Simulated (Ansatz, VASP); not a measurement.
One calculation of MnH4, two programs

```
Mn H
1.0
     3.36969    0.00000    0.00000
     0.00000    3.36969    0.00000
     0.00000    0.00000   23.80000
Mn H
1 4
Cartesian
  0.0000 0.0000 7.0000
  2.8355 1.6848 7.0000
  0.5342 1.6848 7.0000
  1.6848 0.5342 7.0000
  1.6848 2.8355 7.0000
```

Alike in both runs: functional PBE; k mesh 12 × 12 × 1; occupations gaussian, width 0.1 eV; collinear spin.

Ansatz relaxed the structure, and its values are those at the end. VASP's run is a single point on that final structure, the one shown.

```csv
,VASP,Ansatz
version,VASP 6.6.1,Ansatz 0.2.0
potentials or method,"VASP PAW PBE potentials, release 64 (Mn_pv, H)","scalar-relativistic, plane waves, PAW"
plane-wave cutoff (eV),520,420
valence electrons in the cell,17,19
```

|  | VASP | Ansatz | Ansatz less VASP |
| --- | --- | --- | --- |
| gap on the k mesh at the Fermi level (eV) | none | none | - |
| net moment per atom (μB) | 0.55 | 0.55 | 0.000 |
| size of the moment on the site where the two differ most (μB) | 2.69 | 2.13 | -0.561 |

Site moments also hang on the region over which each program counts them. A gap of «none» marks a metal or a gap that the smearing closes. The two sets of potentials don't hold the same shells in valence.
